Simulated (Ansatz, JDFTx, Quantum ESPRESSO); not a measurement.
Equation of state of MnS under LDA

It takes space group F-43m (No. 216, cubic). The conventional cell has a = 4.947 Å, b = 4.947 Å, c = 4.947 Å, α = 90.00°, β = 90.00°, γ = 90.00°. Mn (site symmetry -43m) has 4 S at 2.14 Å as nearest neighbours. S (site symmetry -43m) has 4 Mn at 2.14 Å as nearest neighbours.

The cell is a database's computed one, not the measured one.

The cell was scaled at fixed shape and fractions and run with JDFTx, PseudoDojo-SR-LDA-0.4.1-standard with smoothed tails, cutoff 1306 eV; LDA, k mesh 9 × 9 × 9 on the cell of 2 atoms, fermi-dirac occupations of 0.05 eV, collinear spin, ferromagnetic start, no spin-orbit coupling. Energies are those that the program minimises, any entropy of the smearing included. For a metal such a mesh isn't converged to the digits shown. The magnetic state is the one that the start led to, which needn't be the lowest.

```csv
V (Å³/atom),energy over the lowest row (meV/atom)
14.2247,0.89
14.5274,0.00
14.8300,5.29
15.1327,16.07
15.4354,?
15.7380,51.83
16.0407,75.78
```

Question: Fit the third-order Birch-Murnaghan form, give V0, B0 and B′, and predict the energy left open.

Answer: With y = (V0/V)^(2/3), E = E0 + (9 V0 B0/16) [(y - 1)³ B′ + (y - 1)² (6 - 4y)]. Least squares through the rows shown give V0 = 14.4161 Å³/atom, E0 = -0.43 meV, B0 = 162.3 GPa (1 eV/Å³ = 160.218 GPa) and B′ = 4.51, with a largest miss of 0.01 meV. At V = 15.4354 the form with these constants gives 31.77 meV; the run gave 31.77 meV an atom. Other set-ups at this level, from all their volumes (Å³/atom, GPa): Ansatz, all-electron LAPW, scalar-relativistic: V0 14.431, B0 163; Quantum ESPRESSO, PseudoDojo 0.4.1 SR LDA standard: V0 14.415, B0 162.3; Quantum ESPRESSO, GBRV 1.5 LDA: V0 14.446, B0 163.3.
